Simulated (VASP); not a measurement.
Input of a VASP 6.6.1 run:

Contents of INCAR:

```
  PREC = Accurate
  ENCUT = 520
  EDIFF = 1E-7
  ISMEAR = 0
  SIGMA = 0.03
  LREAL = False
  LASPH = True
  NELM = 80
  ALGO = Normal
  ISIF = 2
  LWAVE = False
  LCHARG = False
  GGA = PS
  NBANDS = 11
  ICORELEVEL = 1
```

Contents of KPOINTS:

```
regular mesh
0
Gamma
  12 12 12
```

POSCAR

```
Si                                      
1.0
    0.0000000000      2.7178433272      2.7178433272
    2.7178433272      0.0000000000      2.7178433272
    2.7178433272      2.7178433272      0.0000000000
  Si            
     2
Direct
     0.7500000000000000    0.7500000000000000    0.7500000000000000
     0.5000000000000000    0.5000000000000000    0.5000000000000000
```

File KPOINTS_OPT:

```
explicit points
159
Reciprocal
 0.0000000000  0.0000000000  0.0000000000 1
 0.0357142857  0.0000000000  0.0357142857 1
 0.0714285714  0.0000000000  0.0714285714 1
 0.1071428571  0.0000000000  0.1071428571 1
 0.1428571429  0.0000000000  0.1428571429 1
 0.1785714286  0.0000000000  0.1785714286 1
[... 151 lines left out ...]
 0.4250000000  0.0000000000  0.4250000000 1
 0.4500000000  0.0000000000  0.4500000000 1
```

Potentials or basis: VASP PAW PBE potentials, release 64 (Si).

Launch:

```bash
$ cat potpaw_PBE.64/Si/POTCAR > POTCAR
$ mpirun -np 1 vasp_std > vasp.out
```

**Question.** Predict the band gap along the path.

**Answer.** 0.46 eV, indirect (least direct gap 2.52 eV).

**Question.** Predict the pressure.

**Answer.** 0.0 GPa.

**Question.** What does it give for the band gap on the k mesh?

**Answer.** 0.46 eV, indirect (least direct gap 2.52 eV).

Levels at the corners of the path, in eV from the valence-band top:
```csv
point,band 2,band 3,band 4,band 5,band 6,band 7
Γ,0.00,0.00,0.00,2.52,2.52,2.52
X,-7.82,-2.87,-2.87,0.59,0.59,10.04
X,-7.82,-2.87,-2.87,0.59,0.59,10.04
W,-7.65,-3.90,-3.90,4.17,4.17,4.94
W,-7.65,-3.90,-3.90,4.17,4.17,4.94
K,-7.23,-4.35,-2.44,1.09,4.04,7.41
K,-7.23,-4.35,-2.44,1.09,4.04,7.41
Γ,0.00,0.00,0.00,2.52,2.52,2.52
Γ,0.00,0.00,0.00,2.52,2.52,2.52
L,-7.00,-1.20,-1.20,1.46,3.27,3.27
L,-7.00,-1.20,-1.20,1.46,3.27,3.27
U,-7.23,-4.35,-2.44,1.09,4.04,7.41
U,-7.23,-4.35,-2.44,1.09,4.04,7.41
W,-7.65,-3.90,-3.90,4.17,4.17,4.94
W,-7.65,-3.90,-3.90,4.17,4.17,4.94
L,-7.00,-1.20,-1.20,1.46,3.27,3.27
L,-7.00,-1.20,-1.20,1.46,3.27,3.27
K,-7.23,-4.35,-2.44,1.09,4.04,7.41
U,-7.23,-4.35,-2.44,1.09,4.04,7.41
X,-7.82,-2.87,-2.87,0.59,0.59,10.04
```

Caveat: the PAW data sets were made with another functional, which shifts forces and pressure a little. Expect the measured gap to be larger: semilocal functionals such as PBEsol lack the derivative discontinuity.
